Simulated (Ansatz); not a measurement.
## Straining NbH$_{2}$

Level of theory: DFT r2SCAN, scalar-relativistic, plane waves, PAW in Ansatz 0.2.0. Run with 500 eV cutoff, 12×12×8 k-mesh, Gaussian smearing of 0.10 eV, no spin polarisation.

Reference structure (relaxed):

```
Nb H
1.0
     2.27340    2.27340    0.00000
    -2.27340    2.27340    0.00000
     0.00000    0.00000    4.54681
Nb H
2 4
Direct
  0.00000 0.00000 0.00000
  0.50000 0.50000 0.50000
  0.00000 0.50000 0.75000
  0.50000 0.00000 0.75000
  0.50000 0.00000 0.25000
  0.00000 0.50000 0.25000
```

Deformation: all cell vectors scaled alike, the atoms relaxed, all within the symmetry that the strain leaves. Energies are extrapolated to zero smearing. Stress is positive in compression, on the Cartesian axes of the cell above.

| strain (%) | ΔE (meV/atom) | a (Å) | b (Å) | c (Å) | σxx (GPa) | σyy (GPa) | σzz (GPa) |
| --- | --- | --- | --- | --- | --- | --- | --- |
| -4.5 | 95.7 | 3.070 | 3.070 | 4.342 | 34.12 | 34.12 | 34.12 |
| -3.0 | 40.6 | 3.119 | 3.119 | 4.410 | 20.55 | 20.55 | 20.54 |
| -1.5 | 9.7 | 3.167 | 3.167 | 4.479 | 9.31 | 9.31 | 9.29 |
| +0.0 | 0.0 | 3.215 | 3.215 | 4.547 | 0.03 | 0.03 | 0.00 |
| +1.5 | 8.8 | 3.263 | 3.263 | 4.615 | -7.58 | -7.58 | -7.61 |
| +3.0 | 33.8 | 3.312 | 3.312 | 4.683 | -13.78 | -13.78 | -13.81 |
| +4.5 | 72.6 | 3.360 | 3.360 | 4.751 | -18.77 | -18.77 | -18.81 |